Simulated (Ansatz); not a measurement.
Input and output of a single-point calculation on CaF₂ (started from an entry of an open crystallographic database) (the PAW code Ansatz, LDA). Cell and atoms come from a relaxation with r2SCAN.

The input:
```yaml
crystal:
  lattice:
    - [0.0, 2.719592886, 2.719592886]
    - [2.719592886, 0.0, 2.719592886]
    - [2.719592886, 2.719592886, 0.0]
  atoms:
    - { symbol: Ca, position: [0.0, 0.0, 0.0] }
    - { symbol: F, position: [0.25, 0.25, 0.25] }
    - { symbol: F, position: [0.75, 0.75, 0.75] }
kpoints:
  mp_grid: { grid: [8, 8, 8] }
  band_path:
    path:
      - [0.0, 0.0, 0.0]
      - [0.5, 0.0, 0.5]
      - [0.625, 0.25, 0.625]
      - [0.375, 0.375, 0.75]
      - [0.5, 0.5, 0.5]
      - [0.5, 0.25, 0.75]
      - [0.0, 0.5, 0.5]
    npoints: 1
hamiltonian:
  xc: lda
scf:
  occupations: { method: fixed }
  n_extra_bands: 4
output:
  forces: true
  stress: true
  eigenvalues: true
```

Run as `ansatz run input.yaml --threads 2 --pin off --max-ram 2211MiB --backend cpu --events-out ev --progress --plain --runs-dir out`.

The output, standing remarks left out:
```
Functional definition: SPW92
Crystal: 3 atoms, lattice volume = 40.229 Å³
Basis set: ecut = 420 eV, 749 PW (Γ)
Bands: 16, of which v1, the nominal top of the filled ones, is band 12 counted from 1 (11 counted from 0)
Symmetry: 48 space group operations
Space group: Fm-3m (ITA 225)
k-points: 29 of 512
preconditioner: auto → none  [insulator: Δε(μ)=6.715 eV  ℏωp=27.5 eV]
SCF 1 converged in 6 iterations: F = -3366.610566 eV  dr2 = 3.18e-9
SCF converged after 6 iterations
Free energy (F): -3366.610566 eV
Fermi energy:    3.012386 eV
--- Stress (GPa, compression-positive) ---
       -5.539758       0.000000       0.000000
        0.000000      -5.539758       0.000000
        0.000000       0.000000      -5.539758
  P = ⅓ Tr σ = -5.5398 GPa (-55.398 kbar)
--- Band table (eV; the first three rows and the last of 29) ---
  k-point 0: bands = […, 0.8133, 0.8133, 0.8133, 2.7511, 2.7511, 2.7511, 10.0116, 12.1060, 12.1060, 14.3082]
  k-point 1: bands = […, 0.8853, 0.8853, 0.9465, 2.5583, 2.6756, 2.6756, 10.4185, 12.1403, 12.1403, 14.1513]
  k-point 2: bands = […, 1.0774, 1.0774, 1.2656, 2.1587, 2.4859, 2.4859, 11.3381, 12.2220, 12.2220, 13.8887]
  k-point 28: bands = […, 0.6620, 0.7947, 1.9356, 1.9356, 2.7205, 2.9188, 11.2671, 12.7278, 12.9414, 12.9414]
```

The rows of the band table are 0: (0, 0, 0) = Γ, 1: (0, 0, 1/8), 2: (0, 0, 1/4), 28: (1/4, -1/2, -1/4) = W.

The file bands.tsv (bands near the Fermi energy, numbered from 0, rounded):
```tsv
# k_distance	band_7	band_8	band_9	band_10	band_11	band_12	band_13	band_14	band_15
# fermi_ev = 3.012386
# [0, 0, 0] at k_distance = 0.000000
# [0.5, 0, 0.5] at k_distance = 1.155170
# [0.625, 0.25, 0.625] at k_distance = 1.563585
# [0.375, 0.375, 0.75] at k_distance = 2.270979
# [0.5, 0.5, 0.5] at k_distance = 2.978373
# [0.5, 0.25, 0.75] at k_distance = 3.795202
# [0, 0.5, 0.5] at k_distance = 5.086722
# levels_relative_to = fermi_ev
0.000	-2.199	-2.199	-0.261	-0.261	-0.261	6.999	9.094	9.094	11.296
1.155	-1.697	-1.697	-0.379	-0.379	0.000	7.915	9.510	10.087	10.919
1.564	-1.795	-1.552	-0.672	-0.454	-0.101	8.183	9.700	9.786	10.351
2.271	-1.795	-1.552	-0.672	-0.454	-0.101	8.183	9.700	9.786	10.351
2.978	-1.584	-1.341	-1.290	-0.859	-0.859	9.321	9.321	9.744	10.377
3.795	-2.218	-1.077	-1.077	-0.292	-0.094	8.255	9.715	9.929	9.929
5.087	-1.697	-1.697	-0.379	-0.379	0.000	7.915	9.510	10.087	10.919
```
In order the rows are Γ, X, U, K, L, W, X.

The LDA gap is indirect, 7.00 eV (X to Γ), below the direct gap of 7.26 eV at Γ. Edges are sought over the mesh and the listed points. The mean pressure is -5.54 GPa (compression positive), so LDA would shrink the cell's volume.

Calculated for a static, non-magnetic cell.
